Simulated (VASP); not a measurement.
Input of a VASP 6.6.1 run:

File INCAR:

```
PREC = Accurate ; ENCUT = 520
EDIFF = 1E-6 ; ISMEAR = 0
SIGMA = 0.15 ; LREAL = F
LASPH = T ; NELM = 100
ALGO = Fast ; ISIF = 2
LWAVE = F ; LCHARG = F
NBANDS = 13
```

The input KPOINTS:

```
Automatic mesh
0
Gamma
  18 18 18
```

File POSCAR:

```
Sn
1.0
   -1.9514913738      1.9514913738      1.8378122646
    1.9514913738     -1.9514913738      1.8378122646
    1.9514913738      1.9514913738     -1.8378122646
Sn
1
Direct
    0.0000000000      0.0000000000      0.0000000000
```

Potentials or basis: VASP PAW LDA potentials, release 64 (Sn_d).

Run with:

```sh
$ cat potpaw_LDA.64/Sn_d/POTCAR > POTCAR
$ mpirun -np 1 vasp_std > vasp.out
```

(1) Predict the band gap on the k mesh.

(2) Predict the pressure.

Answers

(1) none (metal or under the smearing width).

(2) -4.4 GPa.
